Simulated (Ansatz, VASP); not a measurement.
## One calculation of SrO, two programs

```
Sr O
1.0
     0.00000    2.56980    2.56980
     2.56980    0.00000    2.56980
     2.56980    2.56980    0.00000
Sr O
1 1
Direct
  0.98541 0.98541 0.01459
  0.50000 0.50000 0.50000
```

Change from the starting cell: all Sr atoms moved +0.075 Å, as atom 1 towards its neighbour atom 2 (O) at 2.570 Å.

Alike in both runs: task single point; functional LDA; k mesh 8 × 8 × 8; occupations gaussian, width 0.05 eV; no spin polarisation.

|  | VASP | Ansatz |
| --- | --- | --- |
| version | VASP 6.6.1 | Ansatz 0.2.0 |
| potentials or method | VASP PAW LDA potentials, release 64 (Sr_sv, O) | scalar-relativistic, plane waves, PAW |
| plane-wave cutoff (eV) | 520 | 420 |
| valence electrons in the cell | 16 | 16 |

```tsv
	VASP	Ansatz	Ansatz less VASP
gap on the k mesh at the Fermi level (eV)	3.11	3.17	+0.058
least direct gap on the mesh (eV)	3.19	3.24	+0.049
pressure (GPa)	-3.3	-4.0	-0.70
largest component of the traceless stress (GPa)	0.43	0.40	-0.029
rms of the force components (eV/Å)	0.088	0.081	-0.0072
```

Atom by atom the forces differ by 0.007 eV/Å (rms over components).

A k mesh can miss the band edges.
